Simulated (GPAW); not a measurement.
Input of a GPAW 26.7.0 run:

The input run.py:

```python
from ase import Atoms
from ase.dft.bandgap import bandgap
from ase.io import write
from ase.units import GPa
from gpaw import GPAW, PW

atoms = Atoms(['Ba', 'Ti', 'O', 'O', 'O'],
              cell=[[2.8273666084, 1.6323808724, 2.3183934932],
                    [-2.8273666084, 1.6323808724, 2.3183934932],
                    [0.0, -3.2647617449, 2.3183934932]],
              scaled_positions=[[0.0, 0.0, 0.0],
                                [0.4845, 0.4845, 0.4845],
                                [0.5086, 0.0175, 0.5086],
                                [0.0175, 0.5086, 0.5086],
                                [0.5086, 0.5086, 0.0175]],
              pbc=True)

calc = GPAW(mode=PW(600),
            xc='PBE',
            kpts={'size': (6, 6, 6), 'gamma': True},
            occupations={'name': 'fermi-dirac', 'width': 0.05},
            nbands=36,
            maxiter=120,
            txt='gpaw.txt')
atoms.calc = calc
energy = atoms.get_potential_energy()
forces = atoms.get_forces()
stress = atoms.get_stress()
calc.write('gs.gpw')
write('result.traj', atoms)
print(f'Energy: {energy:.6f} eV')
print('Forces (eV/A):')
print(forces.round(4))
print('Stress (GPa):', (stress / GPa).round(3))
print('Fermi level:', round(calc.get_fermi_level(), 4), 'eV')
print(f'Gap: {bandgap(calc)[0]:.4f} eV, direct: {bandgap(calc, direct=True)[0]:.4f} eV')
```

Potentials or basis: GPAW PAW data sets (gpaw-data 1.2.1), pw.

Launch:

```bash
$ OMP_NUM_THREADS=1 python run.py
```

What does it give for the pressure?

2.1 GPa.

Estimate the band gap on the k mesh.

2.42 eV, indirect (least direct gap 2.80 eV).

Forces in eV/Å, atoms in the order of the input:
```
Ba   0.000  0.000 -0.126
Ti   0.000  0.000  0.255
O    0.162 -0.094 -0.040
O   -0.162 -0.094 -0.040
O    0.000  0.188 -0.040
```

Caveat: the cutoff is short for stress and forces, so pressures can be off by a GPa or more; spin-orbit coupling is left out, which moves the levels of the heavy elements. Expect the measured gap to be larger: semilocal functionals such as PBE lack the derivative discontinuity.
